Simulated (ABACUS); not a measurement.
Crystal: FeO (Wuestite).

```
Fe O
1.0
     0.00000    2.15540    2.15540
     2.15540    0.00000    2.15540
     2.15540    2.15540    0.00000
Fe O
1 1
Direct
  0.00000 0.00000 0.00000
  0.50000 0.50000 0.50000
```

```yaml
Program: ABACUS 3.10.1
Task: single point
Functional: PBE
Potentials_or_basis: PseudoDojo NC SR 0.4.1 PBE standard
Cutoff: 1225 eV
Density_cutoff: 4898 eV
Basis: plane waves
k_mesh: 11 × 11 × 11
Occupations: fermi-dirac, width 0.05 eV
Spin: collinear spin, ferromagnetic start
Starting_moments: "[3.0, 0.0] μB"
```

On this cell: pressure -1.0 GPa; largest force zero by symmetry; net moment 4.00 μB per cell; band gap on the k mesh none (metal or under the smearing width).

The same run follows on a disturbed copy (atoms moved at random, drawn with an rms of 0.05 Å):

```
CELL_PARAMETERS angstrom
0.00000 2.15540 2.15540
2.15540 0.00000 2.15540
2.15540 2.15540 0.00000
ATOMIC_POSITIONS crystal
Fe 0.01050 0.99977 0.02106
O 0.51406 0.51299 0.49061
```

Question: What changes?

Answer: The energy (extrapolated to zero smearing) moves by +4.7 meV/atom; pressure -0.5 GPa; largest force 0.245 eV/Å; net moment 4.00 μB per cell; band gap on the k mesh none (metal or under the smearing width).

Forces in eV/Å, atoms in the order of the input:
```
Fe  -0.116 -0.184  0.112
O    0.116  0.184 -0.112
```

Stress tensor (GPa, compression positive):
```
-0.66 -0.16  0.10
-0.16 -0.12  0.16
 0.10  0.16 -0.68
```

Caveats: a cell with one magnetic atom can't hold antiferromagnetic order, which such compounds often take; semilocal functionals often make such compounds metallic where correlation or magnetic order opens a gap, which also shifts bond lengths.
